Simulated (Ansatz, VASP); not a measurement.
# Two plane-wave programs on TiC

```
Ti C
1.0
     0.00000    2.17833    2.17833
     2.17833    0.00000    2.17833
     2.17833    2.17833    0.00000
Ti C
1 1
Cartesian
  0.0000 0.0000 0.0000
  2.1783 2.1783 2.1783
```

Change from the starting cell: volume scaled by 1.02, ions relaxed.

Alike in both runs: functional PBE; k mesh 18 × 18 × 18; occupations fermi-dirac, width 0.05 eV; no spin polarisation.

Ansatz relaxed the structure, and its values are those at the end. VASP's run is a single point on that final structure, the one shown.

```csv
,VASP,Ansatz
version,VASP 6.6.1,Ansatz 0.2.0
potentials or method,"VASP PAW PBE potentials, release 64 (Ti_sv, C)","plane-wave PAW, scalar-relativistic"
plane-wave cutoff (eV),520,420
valence electrons in the cell,16,16
```

|  | VASP | Ansatz | Ansatz less VASP |
| --- | --- | --- | --- |
| pressure (GPa) | -3.8 | -4.0 | -0.13 |

Ansatz warned: «stress_scf_threshold_loose».
